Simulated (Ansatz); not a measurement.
The system is TaN.

```
Ta N
1.0
     2.92177    0.00000    0.00000
    -1.46088    2.53033    0.00000
     0.00000    0.00000    5.91652
Ta N
2 2
Direct
  0.00000 0.00000 0.50000
  0.00000 0.00000 0.00000
  0.33333 0.66667 0.25000
  0.66667 0.33333 0.75000
```

The cell comes from a database or a generator and needn't be the stable form of this composition.

Base run:

* Program: Ansatz 0.2.0
* Functional: PBEsol
* Potentials or basis: Ansatz PAW
* Cutoff: 420 eV (not typed: the program's choice for these potentials)
* k mesh: 7 × 7 × 4
* Occupations: fermi-dirac, width 0.05 eV
* Spin: no spin polarisation
* Hubbard terms: Ta d U = 6 eV

Its results: band gap on the k mesh none (metal or under the smearing width); pressure -4.8 GPa.

Question: The run is repeated on the same cell with these changes: hubbard terms from Ta d U = 6 eV to Ta d U = 2 eV. What comes out?

Answer: Band gap on the k mesh none (metal or under the smearing width); pressure -8.8 GPa.

Caveats: U without spin polarisation on a metal has little footing; the PAW data sets come from PBE, with cores solved anew for the run's functional, which leaves a small shift of forces and pressure.
